In rocksalt magnesium sulfide each Mg atom sits at the centre of six S atoms. Suppose that all Mg atoms are moved by the same small distance in the same direction, along a face diagonal of the cube, while the S atoms and the cell stay where they are. The table follows such a shift with the r2SCAN functional. The displacement $u$ is the shift of the Mg atoms, and the force along direction, $F$, acts on the one Mg atom in the cell. The energy change $E$ is counted from the undisturbed crystal, and the pressure $P$ is positive when the cell pushes outwards. A displaced row no longer has the centre of inversion of the undisturbed crystal.

Mg atoms in rocksalt MgS are shifted along [110], with the S atoms and the unrelaxed cell fixed (undisturbed crystal Fm-3m, a = 5.203 Å, 17.61 Å³ per atom). Ansatz 0.2.0, plane-wave PAW, scalar-relativistic r2SCAN without spin polarisation, cutoff 500 eV, Gamma-centred 8×8×8 k mesh, Gaussian smearing 0.05 eV. Free energies are relative to the undisturbed cell; pressure is positive in compression.

```csv
displacement (Å),energy change (eV a cell),force along direction (eV/Å summed over the moved atoms),pressure (GPa)
-0.1,0.014,0.289,0.33
-0.05,0.004,0.143,0.08
0,0.000,0.000,-0.01
0.0125,0.000,-0.036,0.00
0.025,?,?,?
0.0375,?,?,?
0.0625,0.006,-0.179,0.12
0.075,0.008,-0.215,0.18
0.0875,0.011,-0.252,0.25
```

### (a) What force and energy belong to shifts of 0.025 and 0.0375 Å?

**Solution.** Picture a bead held between two identical rubber buffers, both slightly squeezed. When the bead moves to the right, the right buffer pushes back harder and the left one slackens, so the bead is driven home. In the crystal the S neighbours play the part of the buffers, through the short-range repulsion of closed electron shells.

The analogy leaves out the electric forces between ions further apart. Shifting the positive sublattice against the negative one creates a dipole in every cell, and theory says that these aligned dipoles favour a still larger shift. If they won near the centre, the centre would be a hilltop with a well on either side. The crystal would then be unstable towards a polar distortion.

The table tells which side wins here. At the smallest known shift, 0.0125 Å, the force is −0.036 eV/Å and points back to the centre, as it does in every known displaced row. A double well would need an outward force close to the centre, so the forecast is a single well. The zero force at the centre is no evidence, because symmetry demands it for a hilltop as well as for a valley.

Symmetry also fixes the form of the force law. Shifts of $u$ and $-u$ must cost the same energy, so only even powers of $u$ appear, and for small shifts the first two suffice:

$$E=\tfrac12 k u^2+\tfrac14 q u^4,\qquad F=-ku-qu^3 .$$

A fit to the forces of the seven known rows gives a spring constant $k$ of 2.85 eV/Å² and a stiffening constant $q$ of about 4 eV/Å⁴. The stiffening is slight: the size of the force divided by the shift is 2.86 eV/Å² at a shift of 0.05 Å and 2.89 eV/Å² at 0.1 Å. The value of $q$ is rough, since it rests on force differences near the last printed digit. For the larger withheld shift, which took no part in the fit, the estimate reads

$$F=-2.847\times0.0375-4.17\times0.0375^3=-0.1068-0.0002=-0.107\ \text{eV/Å},$$

$$E\approx\tfrac12\times2.847\times0.0375^2=0.002\ \text{eV}.$$

The forecasts at 0.025 and 0.0375 Å are therefore forces of −0.071 and −0.107 eV/Å, each ±0.001, and energies of 0.001 and 0.002 eV, each ±0.001. The error bar of the energy is as large as the first energy itself. For such small shifts the force is the sharper quantity, because it shrinks in proportion to the shift while the energy shrinks with its square.

### (b) The cell is held fixed. What pressure belongs to the same two shifts?

**Solution.** The bead and its buffers help again. Rubber resists more steeply the more it is squeezed, so the squeezed buffer gains more push than the slackened one loses. The two walls together feel a larger outward push than before, whichever way the bead has moved.

The Mg–S bonds offer the same imbalance. At a shift of 0.1 Å two of the six bonds have shortened from 2.60 to 2.53 Å, two have lengthened to 2.67 Å, and two have hardly changed. Repulsion between closed shells grows steeply as a bond shortens, which gives a reason to expect a net outward push. The full stress of the same run supports this. At a shift of 0.1 Å the cell pushes outwards with 0.54 GPa along the two cube edges whose bonds have changed, and pulls inwards with 0.09 GPa along the third. The share of each single bond is not computed.

Since the sign of the shift cannot matter, the pressure should start with a term in $u^2$. A fit of a constant and such a term to the seven known rows gives

$$P=-0.008+33.65\,u^2,$$

with $P$ in GPa and $u$ in Å. The forecasts at 0.025 and 0.0375 Å are 0.01 and 0.04 GPa, each ±0.01.

The withheld rows as computed:

```csv
displacement (Å),energy change (eV a cell),force along direction (eV/Å summed over the moved atoms),pressure (GPa)
0.025,0.001,-0.071,0.01
0.0375,0.002,-0.107,0.04
```

All six computed values lie within the stated ranges, and the well is single. The forces are met to better than 0.0003 eV/Å. The largest miss in pressure is 0.003 GPa at 0.025 Å, where the formula gives 0.013 and the table prints 0.01, a difference no larger than the rounding of the table.

The hits were helped by the position of the two rows, which lie between known shifts on a smooth curve. They support the single well, but they do not test the stiffening. A strictly proportional force with the spring constant found at a shift of 0.05 Å would give a size of 2.86 × 0.0375 = 0.107 eV/Å at the larger shift, which meets the computed value just as well. The evidence for stiffening comes from the larger shifts. The printed output after this text lists the fits and every miss.

### (c) What does the pressure reveal about the spring when the crystal expands?

**Solution.** Move the walls of the bead's box slightly apart. Both buffers are now less squeezed and work on a gentler part of their force curve, so the bead is held by a softer spring. The steepening that made the displaced bead push on the walls is thus the same property that makes its spring soften when the walls retreat. The growth of the pressure with the shift, computed at one volume, can therefore tell how the spring changes with volume.

To turn this into a number, let $\omega$ be the frequency of the vibration in which Mg and S move against each other, and $V$ the volume of the cell. The Grüneisen parameter $\gamma=-\mathrm{d}\ln\omega/\mathrm{d}\ln V$ is the percentage by which the frequency falls when the volume grows by one per cent. Because $k$ is proportional to $\omega^2$, it changes with volume as $\mathrm{d}k/\mathrm{d}V=-2\gamma k/V$.

The pressure tells how the energy changes when the whole cell is scaled with its atoms, so the shift grows along with the cell edge and $\mathrm{d}u/\mathrm{d}V=u/(3V)$. Differentiating $\tfrac12ku^2$ with both changes gives

$$P-p_0=-\frac{\mathrm{d}}{\mathrm{d}V}\left(\tfrac12ku^2\right)=\frac{k u^2}{V}\left(\gamma-\tfrac13\right),$$

where $p_0$ is the pressure without a shift.

The slope of 33.65 GPa/Å² becomes 0.210 eV/Å⁵ after division by 160, the number of GPa in one eV/Å³. The cell holds two atoms, so its volume is 2 × 17.61 = 35.2 Å³. Then

$$\gamma=\frac{0.210\times35.2}{2.85}+\frac13\approx2.9 .$$

One per cent more volume thus softens the spring by about 6 % and lowers the frequency by about 3 %. With the reduced mass of Mg and S, the spring constant corresponds to a wavenumber of about 237 cm⁻¹, so the drop is some 7 cm⁻¹. This is the transverse optical vibration; its longitudinal partner is stiffened by a macroscopic electric field that a periodic calculation of this kind leaves out.

The cell was not relaxed with this functional, but its pressure without a shift is only −0.01 GPa, so the result applies close to the equilibrium volume of the calculation. It describes one vibration. The thermal expansion of the crystal depends on all its vibrations, each weighted by its contribution to the heat capacity.

The same reading works for other cubic crystals with two atoms in the cell, provided that the moved atom starts at a centre of inversion. With more atoms in the cell, the shift of one element is in general not a vibration by itself. The force at the smallest shift tells whether the centre is a valley or a hilltop. Where it is a valley, a pressure that rises with the square of the shift means that $\gamma$ exceeds one third, so the spring softens as the crystal expands. Expanding such a crystal evenly in all directions weakens its resistance to this shift.

Numerical output:

```
fit of force_along_direction on 7 rows: coefficient of u -2.847 +/- 0.004, coefficient of u3 -4.171 +/- 0.53; rms 0.000201, worst 0.0125 0.000398, leave-one-out rms 0.000268
  rows outside the fit (model, value, miss): 0.025 -0.07125, -0.071, -0.000252; 0.0375 -0.107, -0.107, -1.45e-08
Largest miss of a purely linear force on the known rows, eV/Å: 0.001293
Force over shift at -0.05 Å, size in eV/Å²: 2.86
Force over shift at -0.1 Å, size in eV/Å²: 2.89
Force constant k in the limit of small shifts, eV/Å²: 2.847
Largest gap between energy from forces and computed energy on the known rows, eV: 0.0004341
Energy forecast at the two withheld shifts, eV: 0.0008902, 0.002004
Computed energy at the two withheld shifts, eV: 0.001, 0.002
Energy miss, forecast less computed, eV: -0.0001098, 4.188e-06
fit of pressure on 7 rows: constant -0.007737 +/- 0.0017, coefficient of u2 33.65 +/- 0.32; rms 0.00245, worst 0.0625 0.0037, leave-one-out rms 0.00328
  rows outside the fit (model, value, miss): 0.025 0.01329, 0.01, 0.00329; 0.0375 0.03958, 0.04, -0.000421
Error bar of each force forecast, eV/Å: 0.001
Error bar of each energy forecast, eV: 0.001
Error bar of each pressure forecast, GPa: 0.01
Grüneisen parameter of this mode from the pressure slope: 2.931
Fall of k for 1 % more volume, in %: 5.862
Transverse optical wavenumber from k and the reduced mass, 1/cm: 236.6
Shortest Mg-S distance at a shift of 0.1 Å, in Å: 2.532
Longest of the six Mg-S distances at a shift of 0.1 Å, in Å: 2.673
```
